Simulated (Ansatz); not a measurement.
The system is TiO2 (Anatase).

```
Ti O
1.0
    -1.89210    1.89210    4.75730
     1.89210   -1.89210    4.75730
     1.89210    1.89210   -4.75730
Ti O
2 4
Direct
  0.75000 0.25000 0.50000
  0.00000 0.00000 0.00000
  0.79190 0.79190 0.00000
  0.54190 0.04190 0.50000
  0.95810 0.45810 0.50000
  0.20810 0.20810 0.00000
```

```yaml
Program: Ansatz 0.2.0
Task: relaxation of cell and atoms
Functional: PBE
Potentials_or_basis: Ansatz PAW earlier set
Cutoff: "930 eV (not typed: the program's choice for these potentials)"
k_mesh: 10 × 10 × 10
Occupations: fermi-dirac, width 0.05 eV
Spin: no spin polarisation
```

At the start: volume 11.35 Å³/atom.

Task: Where does the relaxation end?

Result: It ends after 5 steps and the volume is 11.67 Å³/atom (+2.7 %); space group I4_1/amd (No. 141, to 0.05 Å).

The path:
| step | energy change (eV) | largest force (eV/Å) | volume (Å³) |
| --- | --- | --- | --- |
| 1 | 0.0000 | 0.1050 | 68.13 |
| 2 | -0.0252 | 0.0339 | 69.32 |
| 3 | -0.0289 | 0.0047 | 69.95 |
| 4 | -0.0294 | 0.0055 | 69.99 |
| 5 | -0.0295 | 0.0055 | 69.99 |

Final structure:
```
CELL_PARAMETERS angstrom
-1.89997 1.89997 4.84740
1.89997 -1.89997 4.84740
1.89997 1.89997 -4.84740
ATOMIC_POSITIONS crystal
Ti 0.75000 0.25000 0.50000
Ti 0.00000 0.00000 0.00000
O 0.79341 0.79341 0.00000
O 0.54341 0.04341 0.50000
O 0.95659 0.45659 0.50000
O 0.20659 0.20659 0.00000
```

Caveat: the plane-wave basis is chosen anew once the cell has moved, so the energies of steps on either side of that aren't comparable.
